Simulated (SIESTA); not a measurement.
The system is Ti.

```
Ti
1.0
    -1.64100    1.64100    1.64100
     1.64100   -1.64100    1.64100
     1.64100    1.64100   -1.64100
Ti
1
Direct
  0.00000 0.00000 0.00000
```

This isn't the form of Ti at room conditions, which is hcp.

- Program: SIESTA 5.4.2
- Task: single point
- Functional: PBE
- Potentials or basis: PseudoDojo 0.4 standard (PBE files)
- Basis: DZP (energy shift 0.003 Ry; two zetas on semicore shells)
- Grid cutoff: 800 Ry
- Energy shift: 0.003 Ry
- k mesh: 11 × 11 × 11
- Occupations: fermi-dirac, width 0.05 eV
- Spin: no spin polarisation

On this cell: pressure -2.5 GPa; band gap on the k mesh none (metal or under the smearing width).

The same run follows on a disturbed copy (cell strained at random at fixed volume):

```
Ti
1.0
    -1.66514    1.66141    1.59911
     1.68039   -1.70507    1.65802
     1.60454    1.64447   -1.64278
Ti
1
Direct
  0.99280 0.00712 0.00682
```

Question: What changes?

Answer: The energy (extrapolated to zero smearing) moves by +3.2 meV/atom; pressure -2.4 GPa; band gap on the k mesh none (metal or under the smearing width).

Stress tensor (GPa, compression positive):
```
-2.47  1.52 -0.60
 1.52 -2.08  1.14
-0.60  1.14 -2.78
```

Caveats: the basis of atomic orbitals isn't converged, which shifts pressures, moduli and gaps.
